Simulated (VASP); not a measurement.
# Na (P6_3/mmc) in VASP: further runs

One crystal, Na, is run at these levels: PBE; tasks: density of states, electric field gradients.

Everything below comes from runs of VASP 6.6.1. Logs are shortened: lines on timing, memory, paths and dates and some standing lists are left out, and cuts for length are marked.

## (1) The structure

It takes space group P6_3/mmc (No. 194, hexagonal). Conventional cell: a = 3.749 Å, b = 3.749 Å, c = 6.092 Å, α = 90.00°, β = 90.00°, γ = 120.00°. Around Na (site symmetry -6m2) lie 12 Na at 3.74 to 3.75 Å.

This isn't the form of Na at room conditions, which is bcc.

## (2) Density of states, PBE

File POSCAR:

```
Na
1.0
    3.7485676159      0.0000000000      0.0000000000
   -1.8742838079      3.2463547832      0.0000000000
    0.0000000000      0.0000000000      6.0915321645
Na
2
Direct
    0.3333333333      0.6666666667      0.2500000000
    0.6666666667      0.3333333333      0.7500000000
```

File INCAR.step1:

```
SYSTEM = Na
ALGO = Normal
EDIFF = 1E-7
ENCUT = 520
GGA = PE
ISIF = 2
ISMEAR = -1
LASPH = .TRUE.
LCHARG = .TRUE.
LREAL = .FALSE.
LWAVE = .FALSE.
NBANDS = 14
NELM = 100
PREC = Accurate
SIGMA = 0.08
```

File KPOINTS.step1:

```
k-points
0
G
  12 12 7
  0 0 0
```

File INCAR.step2:

```
SYSTEM = Na
ALGO = Normal
EDIFF = 1E-7
ENCUT = 520
GGA = PE
ICHARG = 11
ISIF = 2
ISMEAR = -5
LASPH = .TRUE.
LCHARG = .FALSE.
LORBIT = 11
LREAL = .FALSE.
LWAVE = .FALSE.
NBANDS = 14
NEDOS = 1001
NELM = 100
PREC = Accurate
SIGMA = 0.08
```

File KPOINTS.step2:

```
k-points
0
G
  18 18 11
  0 0 0
```

Potentials or basis: VASP PAW PBE potentials, release 64 (Na_pv).

On the command line:

```sh
$ cat potpaw_PBE.64/Na_pv/POTCAR > POTCAR
$ cp INCAR.step1 INCAR
$ cp KPOINTS.step1 KPOINTS
$ mpirun -np 1 vasp_std > vasp.out
$ cp INCAR.step2 INCAR
$ cp KPOINTS.step2 KPOINTS
$ mpirun -np 1 vasp_std > vasp.out
```

OUTCAR:

```text
SYSTEM = Na
   EDIFF = 1E-7
   ENCUT = 520
   GGA = PE
   ICHARG = 11
   ISIF = 2
   ISMEAR = -5
   LASPH = .TRUE.
   LORBIT = 11
   LREAL = .FALSE.
   NELM = 100
   PREC = Accurate

 ion  position               nearest neighbor table
   1  0.333  0.667  0.250-
   2  0.667  0.333  0.750-

  LATTYP: Found a hexagonal cell.
 ALAT       =     3.7485676159
 C/A-ratio  =     1.6250292882

  Lattice vectors:

 A1 = (   3.7485676159,   0.0000000000,   0.0000000000)
 A2 = (  -1.8742838079,   3.2463547832,   0.0000000000)
 A3 = (   0.0000000000,   0.0000000000,   6.0915321645)

Analysis of symmetry for initial positions (statically):
=====================================================================
 Subroutine PRICEL returns:
 Original cell was already a primitive cell.

 Routine SETGRP: Setting up the symmetry group for a
 hexagonal supercell.

 Subroutine GETGRP returns: Found 24 space group operations
 (whereof 12 operations were pure point group operations)
 out of a pool of 24 trial point group operations.

The static configuration has the point symmetry D_3d.
 The point group associated with its full space group is D_6h.

Analysis of symmetry for dynamics (positions and initial velocities):
=====================================================================
 Subroutine PRICEL returns:
 Original cell was already a primitive cell.

 Routine SETGRP: Setting up the symmetry group for a
 hexagonal supercell.

 Subroutine GETGRP returns: Found 24 space group operations
 (whereof 12 operations were pure point group operations)
 out of a pool of 24 trial point group operations.

The dynamic configuration has the point symmetry D_3d.
 The point group associated with its full space group is D_6h.

 Subroutine INISYM returns: Found 24 space group operations
 (whereof 12 operations are pure point group operations),
 and found     1 'primitive' translations

----------------------------------------------------------------------------------------

                                     Primitive cell

  volume of cell :      74.1290

  direct lattice vectors                    reciprocal lattice vectors
     3.748567616  0.000000000  0.000000000     0.266768564  0.154018902  0.000000000
    -1.874283808  3.246354783  0.000000000     0.000000000  0.308037804  0.000000000
     0.000000000  0.000000000  6.091532165     0.000000000  0.000000000  0.164162311

  length of vectors
     3.748567616  3.748567616  6.091532165     0.308037804  0.308037804  0.164162311

  position of ions in fractional coordinates (direct lattice)
     0.333333333  0.666666667  0.250000000
     0.666666667  0.333333333  0.750000000

  ion indices of the primitive-cell ions
   primitive index   ion index
                 1           1
                 2           2

----------------------------------------------------------------------------------------

 KPOINTS: k-points

Automatic generation of k-mesh.
 Grid dimensions read from file:
 generate k-points for:   18   18   11

 Generating k-lattice:

  Cartesian coordinates                     Fractional coordinates (reciprocal lattice)
     0.014820476  0.008556606  0.000000000     0.055555556 -0.000000000  0.000000000
     0.000000000  0.017113211  0.000000000     0.000000000  0.055555556  0.000000000
     0.000000000  0.000000000  0.014923846     0.000000000  0.000000000  0.090909091

  Length of vectors
     0.017113211  0.017113211  0.014923846

  Shift w.r.t. Gamma in fractional coordinates (k-lattice)
     0.000000000  0.000000000  0.000000000

 TETIRR: Found   3464 inequivalent tetrahedra from    21384

 Subroutine IBZKPT returns following result:
 ===========================================

 Found    222 irreducible k-points:

 Following reciprocal coordinates:
            Coordinates               Weight
  0.000000  0.000000  0.000000      1.000000
  0.055556  0.000000  0.000000      6.000000
  0.111111  0.000000  0.000000      6.000000
  0.166667  0.000000  0.000000      6.000000
  0.222222  0.000000  0.000000      6.000000
  0.277778  0.000000  0.000000      6.000000
[... 16 lines left out ...]
  0.333333  0.111111  0.000000     12.000000
  0.388889  0.111111  0.000000     12.000000
 [... further k-points ...]
   k-points           NKPTS =    222   k-points in BZ     NKDIM =    222   number of bands    NBANDS=     14
   number of dos      NEDOS =   1001   number of ions     NIONS =      2
   total plane-waves  NPLWV =  37632
   dimension x,y,z NGX =    28 NGY =   28 NGZ =   48
   dimension x,y,z NGXF=    56 NGYF=   56 NGZF=   96
   ions per type =               2
   NGX,Y,Z   is equivalent  to a cutoff of  12.42, 12.42, 13.10 a.u.
   NGXF,Y,Z  is equivalent  to a cutoff of  24.84, 24.84, 26.20 a.u.
 SYSTEM =  Na
   PREC   = accura    normal or accurate (medium, high low for compatibility)
   ISTART =      0    job   : 0-new  1-cont  2-samecut
   ICHARG =     11    charge: 1-file 2-atom 10-const
   ISPIN  =      1    spin polarized calculation?
   LNONCOLLINEAR =      F non collinear calculations
   LSORBIT =      F    spin-orbit coupling
   LASPH  =      T    aspherical Exc in radial PAW
   ENCUT  =  520.0 eV  38.22 Ry    6.18 a.u.   6.97  6.97 11.33*2*pi/ulx,y,z
   NELM   =    100;   NELMIN=  2; NELMDL=  0     # of ELM steps
   EDIFF  = 0.1E-06   stopping-criterion for ELM
   LREAL  =      F    real-space projection
   EDIFFG = 0.1E-05   stopping-criterion for IOM
   NSW    =      0    number of steps for IOM
   IBRION =     -1    ionic relax: 0-MD 1-quasi-New 2-CG
   NFREE  =      0    steps in history (QN), initial steepest desc. (CG)
   ISIF   =      2    stress and relaxation
   ISYM   =      2    0-nonsym 1-usesym 2-fastsym
   POTIM  = 0.5000    time-step for ionic-motion
   TEBEG  =    0.0;   TEEND  =   0.0 temperature during run
   PSTRESS=    0.0 pullay stress
   NELECT =      14.0000    total number of electrons
   NUPDOWN=      -1.0000    fix difference up-down
   EMIN   =  10.00;   EMAX   =-10.00  energy-range for DOS
   EFERMI =   0.00;   METHOD = LEGACY
   ISMEAR =    -5;   SIGMA  =   0.08  broadening in eV -4-tet -1-fermi 0-gaus
   EFERMI_NEDOS =   21; number of points for ismear=-14 and -15
   IALGO  =     38    algorithm
   IMIX   =      4    mixing-type and parameters
     AMIX     =   0.40;   BMIX     =  1.00
     AMIX_MAG =   1.60;   BMIX_MAG =  1.00
  volume/ion in A,a.u.               =      37.06       250.12
  Fermi-wavevector in a.u.,A,eV,Ry     =   0.939265  1.774954 12.003319  0.882219
  Thomas-Fermi vector in A             =   2.066560
   LORBIT       =     11    0 simple, 1 ext, 2 COOP (PROOUT), +10 PAW based schemes
   GGA     = PE    functional components
   LHFCALC =     F    Hartree Fock is set to
   AEXX    =    0.0000 exact exchange contribution
   IVDW    =     0    specifies the selected vdW correction
   LEPSILON=     F    determine dielectric tensor
   LRPA    =     F    only Hartree local field effects (RPA)
 non-spin polarized calculation
 Fermi weights with tetrahedron method with Bloechl corrections
  energy-cutoff  :      520.00
  volume of cell :       74.13
 maximum number of plane-waves:      2013
 NGX is ok and might be reduce to    28

 number of electron      14.0000001 magnetization

 Free energy of the ion-electron system (eV)
  ---------------------------------------------------
  ext. energy  EPLUGINS =         0.00000000
  ---------------------------------------------------
  free energy    TOTEN  =        -2.62377248 eV

  energy without entropy =       -2.62377248  energy(sigma->0) =       -2.62377248

 E-fermi :   0.3473     XC(G=0):  -6.5020

 val. band max:        0.3098298842   @ k =   0.3889   0.1111   0.2727
 cond. band min:       0.3288923063   @ k =   0.2222   0.1667   0.3636
 fundamental gap:      0.0190624220
 Fermi energy:         0.3473039066

 k-point     1 :       0.0000    0.0000    0.0000
  band No.  band energies     occupation
      1     -24.6024      2.00000
      2     -24.5721      2.00000
      3     -24.5721      2.00000
      4     -24.5670      2.00000
      5     -24.5670      2.00000
      6     -24.5669      2.00000
      7      -2.9503      2.00000
      8       0.9060      0.00000
      9       1.3187      0.00000
     10      10.2699      0.00000
     11      10.2700      0.00000
     12      10.6294      0.00000
     13      10.6294      0.00000
     14      10.8087      0.00000

 k-point     2 :       0.0556    0.0000    0.0000
  band No.  band energies     occupation
      1     -24.6020      2.00000
      2     -24.5728      2.00000
      3     -24.5723      2.00000
      4     -24.5678      2.00000
      5     -24.5672      2.00000
      6     -24.5671      2.00000
      7      -2.9047      2.00000
      8       0.9463      0.00000
      9       1.3631      0.00000
     10       9.2416      0.00000
     11       9.7997      0.00000
     12      10.2715      0.00000
     13      11.1535      0.00000
     14      11.4392      0.00000

 k-point     3 :       0.1111    0.0000    0.0000
  band No.  band energies     occupation
      1     -24.6010      2.00000
      2     -24.5751      2.00000
      3     -24.5730      2.00000
      4     -24.5702      2.00000
      5     -24.5675      2.00000
      6     -24.5675      2.00000
      7      -2.7682      2.00000
      8       1.0675      0.00000
      9       1.4956      0.00000
     10       7.9680      0.00000
     11       9.2539      0.00000
     12       9.6248      0.00000
     13      11.3835      0.00000
     14      11.6794      0.00000
[... 324 lines left out ...]
 k-point    23 :       0.3333    0.1111    0.0000
  band No.  band energies     occupation
      1     -24.5945      2.00000
      2     -24.5898      2.00000
      3     -24.5889      2.00000
      4     -24.5803      2.00000
      5     -24.5739      2.00000
      6     -24.5731      2.00000
      7      -0.6319      2.00000
      8       2.3518      0.00000
      9       3.0187      0.00000
     10       3.7041      0.00000
     11       5.4485      0.00000
     12       5.9765      0.00000
     13       7.1179      0.00000
     14       8.9462      0.00000

 k-point    24 :       0.3889    0.1111    0.0000
  band No.  band energies     occupation
      1     -24.5967      2.00000
      2     -24.5914      2.00000
      3     -24.5869      2.00000
      4     -24.5813      2.00000
      5     -24.5753      2.00000
      6     -24.5736      2.00000
      7       0.0173      1.98426
      8       1.5393      0.00000
      9       3.6325      0.00000
     10       4.1822      0.00000
     11       5.1113      0.00000
     12       5.1497      0.00000
     13       6.5474      0.00000
     14       8.8205      0.00000

 [... further k-points ...]
[... 5 lines left out ...]
  --------------------------------------------------------------------------------------
  -------------------------------------------------------------------------------------
  Total       -0.0065649     -0.0065649      0.0021200     -0.0000000     -0.0000000      0.0000000
  in kB       -0.1418898     -0.1418898      0.0458196     -0.0000000     -0.0000000      0.0000000
  external PRESSURE =      -0.0793200 kB  Pullay stress =       0.0000000 kB

 VOLUME and BASIS-vectors are now :
 -----------------------------------------------------------------------------
  energy-cutoff  :      520.00
  volume of cell :       74.13
      direct lattice vectors                 reciprocal lattice vectors
     3.748567616  0.000000000  0.000000000     0.266768564  0.154018902  0.000000000
    -1.874283808  3.246354783  0.000000000     0.000000000  0.308037804  0.000000000
     0.000000000  0.000000000  6.091532165     0.000000000  0.000000000  0.164162311

 POSITION                                       TOTAL-FORCE (eV/Angst)
 -----------------------------------------------------------------------------------
     -0.00000      2.16424      1.52288        -0.000000     -0.000000     -0.000000
      1.87428      1.08212      4.56865         0.000000      0.000000      0.000000
 -----------------------------------------------------------------------------------
    total drift:                               -0.000000      0.000000     -0.000000

  FREE ENERGIE OF THE ION-ELECTRON SYSTEM (eV)
  ---------------------------------------------------
  free  energy   TOTEN  =        -2.6237724837 eV

  energy  without entropy=       -2.6237724837  energy(sigma->0) =       -2.62377248

 total charge

# of ion       s       p       d       tot
------------------------------------------
    1        0.099   5.964   0.000   6.062
    2        0.099   5.964   0.000   6.062
--------------------------------------------------
tot          0.197  11.927   0.000  12.125
```

Run time: 86 s. Hardware: 1 thread of AMD EPYC 9R45 (Zen 5), shared host; peak memory 0.27 GiB.

What came out:

| Quantity | Value |
| --- | --- |
| Valence electrons inside the program's atomic spheres | Na 6.06 |

Levels at points of the mesh, in eV from the Fermi level:
| k point | band 5 | band 6 | band 7 | band 8 | band 9 | band 10 |
| --- | --- | --- | --- | --- | --- | --- |
| (0.00, 0.00, 0.00) | -24.91 | -24.91 | -3.30 | 0.56 | 0.97 | 9.92 |
| (0.50, 0.00, 0.00) | -24.92 | -24.92 | 0.21 | 0.33 | 3.85 | 3.87 |

States per cell in windows of 1 eV (zero at the Fermi level; states under -8 eV left out):
```tsv
from (eV)	total	Na1_s	Na2_s	Na1_p	Na2_p	Na1_d	Na2_d
-8.0	0.00	0.00	0.00	0.00	0.00	0.00	0.00
-7.0	0.00	0.00	0.00	0.00	0.00	0.00	0.00
-6.0	0.00	0.00	0.00	0.00	0.00	0.00	0.00
-5.0	0.00	0.00	0.00	0.00	0.00	0.00	0.00
-4.0	0.05	0.00	0.00	0.00	0.00	0.00	0.00
-3.0	0.43	0.02	0.02	0.00	0.00	0.00	0.00
-2.0	0.67	0.03	0.03	0.01	0.01	0.00	0.00
-1.0	0.86	0.04	0.04	0.02	0.02	0.00	0.00
0.0	1.07	0.03	0.03	0.03	0.03	0.00	0.00
1.0	1.09	0.03	0.03	0.03	0.03	0.00	0.00
2.0	1.32	0.04	0.04	0.03	0.03	0.00	0.00
3.0	1.35	0.03	0.03	0.04	0.04	0.00	0.00
4.0	1.48	0.04	0.04	0.04	0.04	0.00	0.00
5.0	1.48	0.03	0.03	0.04	0.04	0.00	0.00
6.0	1.66	0.05	0.05	0.05	0.05	0.00	0.00
7.0	1.73	0.04	0.04	0.06	0.06	0.00	0.00
```

Caveat: tetrahedron occupations give inexact forces and stress in metals.

[end of part 1 of 2]
